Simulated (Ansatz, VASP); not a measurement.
**One calculation of Pd, two programs**

The input INCAR:

```
PREC     = Accurate       # precision mode
ENCUT    = 520            # plane-wave cutoff, eV
EDIFF    = 1E-6           # SCF threshold, eV
ISMEAR   = 0              # smearing method
SIGMA    = 0.15           # smearing width, eV
LREAL    = False          # projectors in reciprocal space
LASPH    = True           # aspherical terms in the spheres
NELM     = 100            # most SCF steps
ALGO     = Normal         # electronic algorithm
ISIF     = 2              # what is computed and relaxed
LWAVE    = False          # write WAVECAR
LCHARG   = False          # write CHGCAR
GGA      = PS             # functional
NBANDS   = 11             # bands
```

The input KPOINTS:

```
regular mesh
0
Gamma
  20 20 20
```

POSCAR

```
Pd
1.0
    0.0000000000      1.8476550000      1.8962775000
    1.8476550000      0.0000000000      1.8962775000
    1.8476550000      1.8476550000      0.0000000000
Pd
1
Direct
    0.0000000000      0.0000000000      0.0000000000
```

Input for Ansatz:

```yaml
crystal:
  lattice:
    - [0.0, 1.847655, 1.8962775]
    - [1.847655, 0.0, 1.8962775]
    - [1.847655, 1.847655, 0.0]
  atoms:
    - { symbol: Pd, position: [0.0, 0.0, 0.0] }
basis:
  ecutwfc: 420
kpoints:
  mp_grid: { grid: [20, 20, 20] }
hamiltonian:
  xc: pbesol
scf:
  occupations: { method: gaussian, width: 0.15 }
output:
  forces: true
  stress: true
  eigenvalues: true
  write_density: true
  write_potential: true
  elf: true
  volumetric_format: npy
```

Change from the starting cell: strain -0.050 along x and y, -0.025 along z, atoms carried along.

Alike in both runs: task single point; functional PBEsol; k mesh 20 × 20 × 20; occupations gaussian, width 0.15 eV; no spin polarisation.

|  | VASP | Ansatz |
| --- | --- | --- |
| version | VASP 6.6.1 | Ansatz 0.2.0 |
| potentials or method | VASP PAW PBE potentials, release 64 (Pd) | scalar-relativistic, plane waves, PAW |
| plane-wave cutoff (eV) | 520 | 420 |
| valence electrons in the cell | 10 | 18 |

```csv
,VASP,Ansatz,Ansatz less VASP
gap on the k mesh at the Fermi level (eV),none,none,-
pressure (GPa),32.3,32.8,+0.52
largest component of the traceless stress (GPa),1.98,2.00,+0.025
```

A gap of «none» marks a metal or a gap that the smearing closes. The two sets of potentials don't hold the same shells in valence.

Caveats: so large a pressure means that the cell lies far from this level's equilibrium, or that cutoff or potentials fall short (VASP); the potentials were made for another functional, which shifts forces and pressure (VASP).
